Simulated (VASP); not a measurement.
# MgS (P6_3mc) in VASP: a series of runs

One crystal, MgS, is run at these levels: PBEsol, RPBE, revPBE, BLYP, AM05; tasks: relaxation of cell and atoms.

Everything below comes from runs of VASP 6.6.1. Logs are shortened: lines on timing, memory, paths and dates and some standing lists are left out, and cuts for length are marked.

## (1) The crystal as given

Symmetry: P6_3mc, No. 186, hexagonal system. The conventional cell has a = 4.035 Å, b = 4.035 Å, c = 6.432 Å, α = 90.00°, β = 90.00°, γ = 120.00°. S (site symmetry 3m) is surrounded by 4 Mg at 2.45 to 2.47 Å. Mg (site symmetry 3m) has 4 S at 2.45 to 2.47 Å as nearest neighbours.

The cell comes from a database or a generator and needn't be the stable form of this composition.

## (2) Relaxation of cell and atoms, PBEsol

File INCAR:

```
PREC     = Accurate       # precision mode
ENCUT    = 600            # plane-wave cutoff, eV
EDIFF    = 1E-6           # SCF threshold, eV
ISMEAR   = -1             # smearing method
SIGMA    = 0.05           # smearing width, eV
LREAL    = F              # projectors in reciprocal space
LASPH    = T              # aspherical terms in the spheres
NELM     = 80             # most SCF steps
ALGO     = Normal         # electronic algorithm
ISIF     = 3              # what is computed and relaxed
LWAVE    = F              # write WAVECAR
LCHARG   = F              # write CHGCAR
GGA      = PS             # functional
IBRION   = 2              # ionic algorithm
NSW      = 60             # ionic steps
EDIFFG   = -0.02          # ionic threshold
```

File KPOINTS:

```
Automatic mesh
0
Gamma
  6 6 3
```

File POSCAR:

```
MgS
1.0
    4.0346224068      0.0000000000      0.0000000000
   -2.0173112034      3.4940854990      0.0000000000
    0.0000000000      0.0000000000      6.4322941800
S Mg
2 2
Direct
    0.6666666667      0.3333333333      0.8792441500
    0.3333333333      0.6666666667      0.3792441500
    0.3333333333      0.6666666667      0.9957548500
    0.6666666667      0.3333333333      0.4957548500
```

Potentials or basis: VASP PAW PBE potentials, release 64 (S, Mg).

Run with:

```bash
$ cat potpaw_PBE.64/S/POTCAR potpaw_PBE.64/Mg/POTCAR > POTCAR
$ mpirun -np 1 vasp_std > vasp.out
```

OUTCAR:

```text
PREC = Accurate
   ENCUT = 600
   EDIFF = 1E-6
   ISMEAR = -1
   LREAL = F
   LASPH = T
   NELM = 80
   ISIF = 3
   GGA = PS
   IBRION = 2
   NSW = 60
   EDIFFG = -0.02

 ion  position               nearest neighbor table
   1  0.667  0.333  0.879-   3 2.45   3 2.45   3 2.45   4 2.47
   2  0.333  0.667  0.379-   4 2.45   4 2.45   4 2.45   3 2.47
   3  0.333  0.667  0.996-   1 2.45   1 2.45   1 2.45   2 2.47
   4  0.667  0.333  0.496-   2 2.45   2 2.45   2 2.45   1 2.47

  LATTYP: Found a hexagonal cell.
 ALAT       =     4.0346224068
 C/A-ratio  =     1.5942741430

  Lattice vectors:

 A1 = (   4.0346224068,   0.0000000000,   0.0000000000)
 A2 = (  -2.0173112034,   3.4940854990,   0.0000000000)
 A3 = (   0.0000000000,   0.0000000000,   6.4322941800)

Analysis of symmetry for initial positions (statically):
=====================================================================
 Subroutine PRICEL returns:
 Original cell was already a primitive cell.

 Routine SETGRP: Setting up the symmetry group for a
 hexagonal supercell.

 Subroutine GETGRP returns: Found 12 space group operations
 (whereof  6 operations were pure point group operations)
 out of a pool of 24 trial point group operations.

The static configuration has the point symmetry C_3v.
 The point group associated with its full space group is C_6v.

Analysis of symmetry for dynamics (positions and initial velocities):
=====================================================================
 Subroutine PRICEL returns:
 Original cell was already a primitive cell.

 Routine SETGRP: Setting up the symmetry group for a
 hexagonal supercell.

 Subroutine GETGRP returns: Found 12 space group operations
 (whereof  6 operations were pure point group operations)
 out of a pool of 24 trial point group operations.

The dynamic configuration has the point symmetry C_3v.
 The point group associated with its full space group is C_6v.

 Subroutine INISYM returns: Found 12 space group operations
 (whereof  6 operations are pure point group operations),
 and found     1 'primitive' translations

----------------------------------------------------------------------------------------

                                     Primitive cell

  volume of cell :      90.6781

  direct lattice vectors                    reciprocal lattice vectors
     4.034622407  0.000000000  0.000000000     0.247854669  0.143098960  0.000000000
    -2.017311203  3.494085499  0.000000000     0.000000000  0.286197919  0.000000000
     0.000000000  0.000000000  6.432294180     0.000000000  0.000000000  0.155465526

  length of vectors
     4.034622407  4.034622407  6.432294180     0.286197919  0.286197919  0.155465526

  position of ions in fractional coordinates (direct lattice)
     0.666666667  0.333333333  0.879244150
     0.333333333  0.666666667  0.379244150
     0.333333333  0.666666667  0.995754850
     0.666666667  0.333333333  0.495754850

  ion indices of the primitive-cell ions
   primitive index   ion index
                 1           1
                 2           2
                 3           3
                 4           4

----------------------------------------------------------------------------------------

 KPOINTS: Automatic mesh

Automatic generation of k-mesh.
 Grid dimensions read from file:
 generate k-points for:    6    6    3

 Generating k-lattice:
[... 63 lines left out ...]
   NUPDOWN=      -1.0000    fix difference up-down
   EMIN   =  10.00;   EMAX   =-10.00  energy-range for DOS
   EFERMI =   0.00;   METHOD = LEGACY
   ISMEAR =    -1;   SIGMA  =   0.05  broadening in eV -4-tet -1-fermi 0-gaus
   EFERMI_NEDOS =   21; number of points for ismear=-14 and -15
   IALGO  =     38    algorithm
   IMIX   =      4    mixing-type and parameters
     AMIX     =   0.40;   BMIX     =  1.00
     AMIX_MAG =   1.60;   BMIX_MAG =  1.00
  volume/ion in A,a.u.               =      22.67       152.98
  Fermi-wavevector in a.u.,A,eV,Ry     =   0.918221  1.735187 11.471486  0.843130
  Thomas-Fermi vector in A             =   2.043279
   LORBIT       =      0    0 simple, 1 ext, 2 COOP (PROOUT), +10 PAW based schemes
   GGA     = PS    functional components
   LHFCALC =     F    Hartree Fock is set to
   AEXX    =    0.0000 exact exchange contribution
   IVDW    =     0    specifies the selected vdW correction
   LEPSILON=     F    determine dielectric tensor
   LRPA    =     F    only Hartree local field effects (RPA)
 conjugate gradient relaxation of ions
 non-spin polarized calculation
  energy-cutoff  :      600.00
  volume of cell :       90.68
 maximum number of plane-waves:      3054
   NGX = 17   NGY = 17   NGZ = 25

--------------------------------------- Ionic step        1  -------------------------------------------

 number of electron      15.9999998 magnetization

 Free energy of the ion-electron system (eV)
  ---------------------------------------------------
  ext. energy  EPLUGINS =         0.00000000
  ---------------------------------------------------
  free energy    TOTEN  =       -17.87153885 eV

  energy without entropy =      -17.87153885  energy(sigma->0) =      -17.87153885

------------------------ aborting loop because EDIFF is reached ----------------------------------------

  FORCE on cell =-STRESS in cart. coord.  units (eV):
  Direction    XX          YY          ZZ          XY          YZ          ZX
  --------------------------------------------------------------------------------------
  -------------------------------------------------------------------------------------
  Total       -0.1393309     -0.1393309     -0.3257931      0.0000000      0.0000000     -0.0000000
  in kB       -2.4618160     -2.4618160     -5.7563895      0.0000000      0.0000000     -0.0000000
  external PRESSURE =      -3.5600072 kB  Pullay stress =       0.0000000 kB

 VOLUME and BASIS-vectors are now :
 -----------------------------------------------------------------------------
  energy-cutoff  :      600.00
  volume of cell :       90.68
      direct lattice vectors                 reciprocal lattice vectors
     4.034622407  0.000000000  0.000000000     0.247854669  0.143098960  0.000000000
    -2.017311203  3.494085499  0.000000000     0.000000000  0.286197919  0.000000000
     0.000000000  0.000000000  6.432294180     0.000000000  0.000000000  0.155465526

 POSITION                                       TOTAL-FORCE (eV/Angst)
 -----------------------------------------------------------------------------------
      2.01731      1.16470      5.65556        -0.000000     -0.000000     -0.045235
     -0.00000      2.32939      2.43941         0.000000      0.000000     -0.045235
     -0.00000      2.32939      6.40499        -0.000000     -0.000000      0.045235
      2.01731      1.16470      3.18884         0.000000     -0.000000      0.045235
 -----------------------------------------------------------------------------------
    total drift:                                0.000000     -0.000000     -0.000056

  FREE ENERGIE OF THE ION-ELECTRON SYSTEM (eV)
  ---------------------------------------------------
  free  energy   TOTEN  =       -17.8715388527 eV

  energy  without entropy=      -17.8715388527  energy(sigma->0) =      -17.87153885

--------------------------------------- Ionic step        2  -------------------------------------------

 number of electron      15.9999999 magnetization

 Free energy of the ion-electron system (eV)
  ---------------------------------------------------
  ext. energy  EPLUGINS =         0.00000000
  ---------------------------------------------------
  free energy    TOTEN  =       -17.87260166 eV

  energy without entropy =      -17.87260166  energy(sigma->0) =      -17.87260166

 E-fermi :   2.1727     XC(G=0):  -8.5976

 val. band max:        1.1824669849   @ k =   0.0000   0.0000   0.0000
 cond. band min:       4.4902918456   @ k =   0.0000   0.0000   0.0000
 fundamental gap:      3.3078248607
 Fermi energy:         2.1727226311

 k-point     1 :       0.0000    0.0000    0.0000
  band No.  band energies     occupation
      1     -10.2546      2.00000
      2      -9.4952      2.00000
      3      -2.1228      2.00000
      4       0.5900      2.00000
      5       0.5900      2.00000
      6       1.0220      2.00000
      7       1.0220      2.00000
      8       1.1825      2.00000
      9       4.4903      0.00000
     10       5.7544      0.00000
     11       8.5752      0.00000
     12       8.5752      0.00000
[... 181 lines left out ...]
 k-point    14 :       0.3333    0.3333    0.3333
  band No.  band energies     occupation
      1      -9.3778      2.00000
      2      -9.3778      2.00000
      3      -1.5862      2.00000
      4      -1.5862      2.00000
      5      -1.1383      2.00000
      6      -0.5714      2.00000
      7       0.4657      2.00000
      8       0.4657      2.00000
      9       6.7040      0.00000
     10       7.1646      0.00000
     11       7.1646      0.00000
     12       7.8971      0.00000

------------------------ aborting loop because EDIFF is reached ----------------------------------------

  FORCE on cell =-STRESS in cart. coord.  units (eV):
  Direction    XX          YY          ZZ          XY          YZ          ZX
  --------------------------------------------------------------------------------------
  -------------------------------------------------------------------------------------
  Total        0.0143066      0.0143066      0.0346506      0.0000000     -0.0000000      0.0000000
  in kB        0.2546331      0.2546331      0.6167225      0.0000000     -0.0000000      0.0000000
  external PRESSURE =       0.3753296 kB  Pullay stress =       0.0000000 kB

 VOLUME and BASIS-vectors are now :
 -----------------------------------------------------------------------------
  energy-cutoff  :      600.00
  volume of cell :       90.02
      direct lattice vectors                 reciprocal lattice vectors
     4.027842536  0.000000000 -0.000000000     0.248271870  0.143339831  0.000000000
    -2.013921268  3.488213959  0.000000000    -0.000000000  0.286679662  0.000000000
     0.000000000  0.000000000  6.407019887     0.000000000 -0.000000000  0.156078804

 POSITION                                       TOTAL-FORCE (eV/Angst)
 -----------------------------------------------------------------------------------
      2.01392      1.16274      5.63116         0.000000      0.000000     -0.005895
     -0.00000      2.32548      2.42765        -0.000000     -0.000000     -0.005895
     -0.00000      2.32548      6.38199        -0.000000      0.000000      0.005895
      2.01392      1.16274      3.17848        -0.000000      0.000000      0.005895
 -----------------------------------------------------------------------------------
    total drift:                                0.000000     -0.000000     -0.000858

  FREE ENERGIE OF THE ION-ELECTRON SYSTEM (eV)
  ---------------------------------------------------
  free  energy   TOTEN  =       -17.8726016562 eV

  energy  without entropy=      -17.8726016562  energy(sigma->0) =      -17.87260166

 reached required accuracy - stopping structural energy minimisation
```

Wall time 22 s (1 thread of Intel Xeon Platinum 8488C (Sapphire Rapids), shared host); peak memory 0.23 GiB.

Results:

```
Free energy                            : -17.8726 eV
Relaxed volume                         : 22.50 Å³/atom
Relaxed cell                           : a = 4.028 Å, b = 4.028 Å, c = 6.407 Å, α = 90.00°, β = 90.00°, γ = 120.00°
Space group after relaxing (to 0.05 Å) : P6_3mc (No. 186)
Energy gained by relaxing              : 0.3 meV/atom
Ionic steps                            : 2
Pressure after relaxing                : 0.0 GPa
Largest force after relaxing           : 0.006 eV/Å
Band gap on the k mesh                 : 3.31 eV, direct
```

Forces in eV/Å, atoms in the order of the input:
```
S    0.000  0.000 -0.006
S    0.000  0.000 -0.006
Mg   0.000  0.000  0.006
Mg   0.000  0.000  0.006
```

The path:
```tsv
step	energy change (eV)	largest force (eV/Å)	pressure (GPa)	volume (Å³)
1	0.0000	0.0452	-0.36	90.68
2	-0.0011	0.0059	0.04	90.02
```

Final structure:
```cif
data_structure
_symmetry_space_group_name_H-M 'P 1'
_symmetry_Int_Tables_number 1
_cell_length_a 4.0278
_cell_length_b 4.0278
_cell_length_c 6.4070
_cell_angle_alpha 90.000
_cell_angle_beta 90.000
_cell_angle_gamma 120.000
_cell_volume 90.02
loop_
_atom_site_label
_atom_site_type_symbol
_atom_site_fract_x
_atom_site_fract_y
_atom_site_fract_z
_atom_site_occupancy
S1 S 0.66667 0.33333 0.87890 1
S2 S 0.33333 0.66667 0.37890 1
Mg1 Mg 0.33333 0.66667 0.99609 1
Mg2 Mg 0.66667 0.33333 0.49609 1
```

Caveat: the PAW data sets were made with another functional, which shifts forces and pressure a little. As with any semilocal functional, this PBEsol gap is likely too small.

## (3) Relaxation of cell and atoms, RPBE

INCAR: that of step 2 with these lines changed.

```diff
@@ -12,3 +12,3 @@
 LCHARG   = F              # write CHGCAR
-GGA      = PS             # functional
+GGA      = RP             # functional
 IBRION   = 2              # ionic algorithm
```

KPOINTS is that of step 2.

POSCAR is that of step 2.

Potentials or basis: VASP PAW PBE potentials, release 64 (S, Mg).

Run with:

```bash
$ cat potpaw_PBE.64/S/POTCAR potpaw_PBE.64/Mg/POTCAR > POTCAR
$ mpirun -np 1 vasp_std > vasp.out
```

Run time: 49 s. Hardware: 1 thread of Intel Xeon Platinum 8488C (Sapphire Rapids), shared host; peak memory 0.23 GiB.

Results (log left out):

| Quantity | Value |
| --- | --- |
| Free energy | -16.0742 eV |
| Relaxed volume | 23.73 Å³/atom |
| Relaxed cell | a = 4.098 Å, b = 4.098 Å, c = 6.528 Å, α = 90.00°, β = 90.00°, γ = 120.00° |
| Space group after relaxing (to 0.05 Å) | P6_3mc (No. 186) |
| Energy gained by relaxing | 8.2 meV/atom |
| Ionic steps | 5 |
| Pressure after relaxing | 0.0 GPa |
| Largest force after relaxing | 0.019 eV/Å |
| Band gap on the k mesh | 3.44 eV, direct |

Forces on the atoms (eV/Å):
```
S    0.000  0.000 -0.019
S    0.000  0.000 -0.019
Mg   0.000  0.000  0.019
Mg   0.000  0.000  0.019
```

Stress tensor (GPa, compression positive):
```
-0.09  0.00  0.00
 0.00 -0.09  0.00
 0.00  0.00  0.05
```

Step by step:
```
step  energy change (eV)  largest force (eV/Å)  pressure (GPa)  volume (Å³)
   1              0.0000                0.0455            2.58        90.68
   2             -0.0317                0.0202           -0.38        95.55
   3             -0.0325                0.0230            0.00        94.85
   4             -0.0325                0.0226           -0.04        94.93
   5             -0.0327                0.0195           -0.05        94.94
```

Final structure:
```
S Mg
1.0
     4.09781    0.00000    0.00000
    -2.04890    3.54881    0.00000
     0.00000    0.00000    6.52839
S Mg
2 2
Direct
  0.66667 0.33333 0.87878
  0.33333 0.66667 0.37878
  0.33333 0.66667 0.99622
  0.66667 0.33333 0.49622
```

Levels at points of the mesh, in eV from the valence-band top:
| k point | band 6 | band 7 | band 8 | band 9 | band 10 | band 11 |
| --- | --- | --- | --- | --- | --- | --- |
| (0.00, 0.00, 0.00) | -0.14 | -0.14 | 0.00 | 3.44 | 4.69 | 7.49 |
| (0.50, 0.00, 0.00) | -1.16 | -0.85 | -0.44 | 4.87 | 5.32 | 5.82 |

Caveat: the PAW data sets were made with another functional, which shifts forces and pressure a little. As with any semilocal functional, this RPBE gap is likely too small.

## (4) Relaxation of cell and atoms, revPBE

INCAR: that of step 3 with these lines changed.

```diff
@@ -12,3 +12,3 @@
 LCHARG   = F              # write CHGCAR
-GGA      = RP             # functional
+GGA      = RE             # functional
 IBRION   = 2              # ionic algorithm
```

KPOINTS is that of step 3.

POSCAR is that of step 3.

Run with:

```bash
$ cat potpaw_PBE.64/S/POTCAR potpaw_PBE.64/Mg/POTCAR > POTCAR
$ mpirun -np 1 vasp_std > vasp.out
```

Run time: 46 s. Hardware: 1 thread of Intel Xeon Platinum 8488C (Sapphire Rapids), shared host; peak memory 0.23 GiB.

Results (log left out):

| Property | Result |
| --- | --- |
| Free energy | -16.1485 eV |
| Relaxed volume | 23.59 Å³/atom |
| Relaxed cell | a = 4.089 Å, b = 4.089 Å, c = 6.514 Å, α = 90.00°, β = 90.00°, γ = 120.00° |
| Space group after relaxing (to 0.05 Å) | P6_3mc (No. 186) |
| Energy gained by relaxing | 6.1 meV/atom |
| Ionic steps | 5 |
| Pressure after relaxing | 0.0 GPa |
| Largest force after relaxing | 0.018 eV/Å |
| Band gap on the k mesh | 3.42 eV, direct |

Forces on the atoms (eV/Å):
```
S    0.000  0.000 -0.018
S    0.000  0.000 -0.018
Mg   0.000  0.000  0.018
Mg   0.000  0.000  0.018
```

Stress tensor (GPa, compression positive):
```
-0.08  0.00  0.00
 0.00 -0.08  0.00
 0.00  0.00  0.04
```

The path:
```tsv
step	energy change (eV)	largest force (eV/Å)	pressure (GPa)	volume (Å³)
1	0.0000	0.0454	2.23	90.68
2	-0.0237	0.0185	-0.33	94.87
3	-0.0243	0.0217	0.00	94.26
4	-0.0243	0.0213	-0.04	94.34
5	-0.0244	0.0177	-0.04	94.34
```

Final structure:
```cif
data_structure
_symmetry_space_group_name_H-M 'P 1'
_symmetry_Int_Tables_number 1
_cell_length_a 4.0894
_cell_length_b 4.0894
_cell_length_c 6.5140
_cell_angle_alpha 90.000
_cell_angle_beta 90.000
_cell_angle_gamma 120.000
_cell_volume 94.34
loop_
_atom_site_label
_atom_site_type_symbol
_atom_site_fract_x
_atom_site_fract_y
_atom_site_fract_z
_atom_site_occupancy
S1 S 0.66667 0.33333 0.87879 1
S2 S 0.33333 0.66667 0.37879 1
Mg1 Mg 0.33333 0.66667 0.99621 1
Mg2 Mg 0.66667 0.33333 0.49621 1
```

Levels at points of the mesh, in eV from the valence-band top:
```tsv
k point	band 5	band 6	band 7	band 8	band 9	band 10	band 11	band 12
(0.00, 0.00, 0.00)	-0.55	-0.15	-0.15	0.00	3.42	4.68	7.48	7.48
(0.50, 0.00, 0.00)	-1.77	-1.17	-0.87	-0.44	4.84	5.29	5.80	7.51
```

Caveat: the PAW data sets were made with another functional, which shifts forces and pressure a little.

[end of part 1 of 2]
